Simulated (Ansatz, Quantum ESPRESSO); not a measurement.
**BaTe (Fm-3m): Raman and infrared activity**

Aim: Raman and infrared lines of BaTe (Fm-3m).

Main program and level: Quantum ESPRESSO 8.0 development, patched; DFT LDA, scalar-relativistic, plane waves, PseudoDojo norm-conserving pseudopotentials.

The database entry behind the starting cell differs from later determinations by our own check (about 2.5 % short), so it need not match the best structure at ambient conditions.

### 1. Set-up

It takes space group Fm-3m (No. 225, cubic). Conventional cell: a = 6.820 Å, b = 6.820 Å, c = 6.820 Å, α = 90.00°, β = 90.00°, γ = 90.00°. Ba has 6 Te at 3.41 Å nearest. Te has 6 Ba at 3.41 Å nearest. Farther neighbours and most contacts between anions are not listed.

Structure file:

```cif
data_structure
_symmetry_space_group_name_H-M 'P 1'
_symmetry_Int_Tables_number 1
_cell_length_a 4.8225
_cell_length_b 4.8225
_cell_length_c 4.8225
_cell_angle_alpha 60.000
_cell_angle_beta 60.000
_cell_angle_gamma 60.000
_cell_volume 79.30
loop_
_atom_site_label
_atom_site_type_symbol
_atom_site_fract_x
_atom_site_fract_y
_atom_site_fract_z
_atom_site_occupancy
Ba1 Ba 0.00000 0.00000 0.00000 1
Te2 Te 0.50000 0.50000 0.50000 1
```

### 2. A first look

A cheap run with smearing and empty bands tells whether the crystal has a gap, which decides between fixed occupations and smearing later on.

probe.in

```
&CONTROL
  calculation = 'scf'
  prefix      = 'x'
  outdir      = './tmp'
  pseudo_dir  = './pseudo'
  tprnfor     = .true.
  tstress     = .true.
  verbosity   = 'high'
/
&SYSTEM
  ibrav       = 2
  celldm(1)   = 12.88793217
  nat         = 2
  ntyp        = 2
  ecutwfc     = 68.0
  occupations = 'smearing'
  smearing    = 'gaussian'
  degauss     = 0.01
/
&ELECTRONS
  conv_thr         = 1.0d-07
  mixing_beta      = 0.7
  electron_maxstep = 100
/
ATOMIC_SPECIES
 Ba    137.3270  Ba.upf
 Te    127.6000  Te.upf
ATOMIC_POSITIONS crystal
 Ba     0.000000000   0.000000000   0.000000000
 Te     0.500000000   0.500000000   0.500000000
K_POINTS automatic
 4 4 4 0 0 0
```

Started as:

```sh
OMP_NUM_THREADS=1 mpirun -n 4 pw.x -nk 4 -in probe.in > probe.out
```

Then come: relaxing the cell and atoms; ground state; zone-centre response; zone-centre analysis; sum rules set otherwise (asr no); sum rules set otherwise (asr crystal); modes along a direction of q (1 0 0); A second program; side by side: QE PseudoDojo and Ansatz, library NC. Settings of the main run: cutoff 68 Ry, 6×6×6 k-mesh, fixed occupations, response threshold 1.00e-18, field response on, Raman on, q point (0, 0, 0).

In doubt: the program warns that the response may not be converged on this k-mesh (Ansatz), which bears on the force constants and all frequencies.

Before running: what should come out for the highest optical zone-centre mode?

No mode is Raman active in this structure; the strongest infrared line lies at 101 cm⁻¹. At the LDA level the optical modes of BaTe (Fm-3m) at the zone centre (no LO-TO term) lie at 101 cm⁻¹. Along the directions run, the highest mode that the macroscopic field moves lies at 141 cm⁻¹.

- volume per atom: 40.3 Å³
- gap on the k-mesh: 1.30 eV
- highest optical zone-centre mode (no LO-TO term): 101.4 cm⁻¹
- highest mode moved by the LO-TO term (probably not converged in the k mesh): 140.9 cm⁻¹
- mean high-frequency dielectric constant (probably not converged in the k mesh): 6.76
- largest Born charge in size (third of the trace) (probably not converged in the k mesh): 2.66 e
- mean static dielectric constant (probably not converged in the k mesh): 13.1
- imaginary optical modes at the zone centre (no q mesh in this session): none
- largest difference from Ansatz, library NC: 1.55 cm⁻¹

Lattice motion raises the mean dielectric constant from 6.755 to 13.05. ε∞, the Born charges and what follows from them are probably not converged in the k mesh. The Lyddane-Sachs-Teller relation holds: (ωLO/ωTO)² is 1.93 and ε₀/ε∞ is 1.93. QE PseudoDojo and Ansatz, library NC differ by 1.6 cm⁻¹ in the root mean square and by 1.6 cm⁻¹ at most, 1.5 % of the highest mode compared (acoustic modes at Γ left out); the two use different potentials, and the cell was not relaxed for the second set. The mean ε∞ is 6.755 against 6.442: the first is summed on the ground state's k mesh, while Ansatz refines the mesh of its field response, and the potentials differ. These are harmonic frequencies at zero temperature: anharmonic shifts and linewidths and thermal expansion are left out. Spin-orbit coupling is left out, which can matter for the heavy elements here. The relaxation ran at 68 Ry, under the 82 Ry recommended for these files; the stress of so short a basis can leave the cell about one per cent too small. Ansatz warns that the cutoff lies 17 % under the one recommended for these files; agreement at one cutoff is not convergence. The total energies of the two programs lie far apart, so at least one potential file in Ansatz's library differs from the published one read by the first program. Ansatz's log warns that force constants on this k mesh are to be taken as unconverged, an error that the frequencies of both programs share. The build is a development version in which the Raman tensors of release 7.5 are mended; dynmat.x leaves out the electro-optic term of LO lines.

[Host names and launcher messages were left out of these logs when they were recorded.]

[Logs are printed without paths, hosts, clocks, repeated set-up lines and the standing remarks that a program may print on its own settings, such as how far it seeks lower states.]

[Hosts, paths, dates, database ids (printed as entryN), source tags and the programs' standing remarks are cut or masked in the printed files.]
